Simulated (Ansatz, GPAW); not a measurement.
Given: the input of a run of Ansatz 0.2.0 on TaN. 

Contents of input.yaml:

```yaml
crystal:
  lattice:
    - [2.938, 0.0, 0.0]
    - [-1.469, 2.5443826363, 0.0]
    - [0.0, 0.0, 2.883]
  atoms:
    - { symbol: Ta, position: [0.0, 0.0, 0.5] }
    - { symbol: "N", position: [0.6666666667, 0.3333333333, 0.0] }
hamiltonian:
  xc: lda
  pseudopotentials: { kind: paw }
kpoints:
  mp_grid: { grid: [10, 10, 9] }
scf:
  occupations: { method: gaussian, width: 0.02 }
output:
  forces: true
  stress: true
  eigenvalues: true
  write_density: true
  write_potential: true
  elf: true
  volumetric_format: npy
```

Potentials or basis: Ansatz PAW.

Run with:

```sh
$ ansatz run input.yaml --threads 1 --pin off --max-ram 3584MiB --backend cpu --events-out ev --progress --plain --runs-dir out
```

What does the same run look like in GPAW 26.7.0 (ASE script)? Potentials or basis there: the program's PAW data sets (release 1.2.1) made for this functional, cutoff 800 eV.

As run (cutoffs and basis follow the program's own potentials, and thresholds, step limits or extra output files can differ):

File run.py:

```python
from ase.dft.bandgap import bandgap
from ase.io import read, write
from ase.units import GPa
from gpaw import GPAW, PW

atoms = read('POSCAR')

calc = GPAW(mode=PW(800),
            xc='LDA',
            kpts={'size': (10, 10, 9), 'gamma': True},
            occupations={'name': 'methfessel-paxton', 'order': 0, 'width': 0.02},
            nbands=19,
            convergence={'density': 1e-05, 'energy': 1e-05},
            maxiter=150,
            txt='gpaw.txt')
atoms.calc = calc
energy = atoms.get_potential_energy()
forces = atoms.get_forces()
stress = atoms.get_stress()
calc.write('gs.gpw')
write('result.traj', atoms)
print(f'Energy: {energy:.6f} eV')
print('Forces (eV/A):')
print(forces.round(4))
print('Stress (GPa):', (stress / GPa).round(3))
print('Fermi level:', round(calc.get_fermi_level(), 4), 'eV')
print(f'Gap: {bandgap(calc)[0]:.4f} eV, direct: {bandgap(calc, direct=True)[0]:.4f} eV')
```

Contents of POSCAR:

```
TaN
1.0
    2.9380000000      0.0000000000      0.0000000000
   -1.4690000000      2.5443826363      0.0000000000
    0.0000000000      0.0000000000      2.8830000000
Ta N
1 1
Direct
    0.0000000000      0.0000000000      0.5000000000
    0.6666666667      0.3333333333      0.0000000000
```

Potentials or basis: the program's PAW data sets (release 1.2.1) made for this functional, pw.

The run is started by

```sh
$ OMP_NUM_THREADS=1 python run.py
```

Both were run:

|  | Ansatz | GPAW |
| --- | --- | --- |
| Pressure | -11.6 GPa | -13.0 GPa |

Ansatz's pressure holds a Pulay term of +0.57 GPa for its cutoff of 420 eV, which the other run lacks.

Ansatz's potentials were made for PBE.

Where Ansatz's input types no cutoff or centring, it takes its own default and a Γ-centred mesh.

The two programs' LDA may be different fits to the electron gas.

The two runs disagree by more than potentials and bases usually give (in gap, levels, pressure or energy); the cause wasn't traced.

The cell lies far from this level's equilibrium.

Pressure is positive in compression.
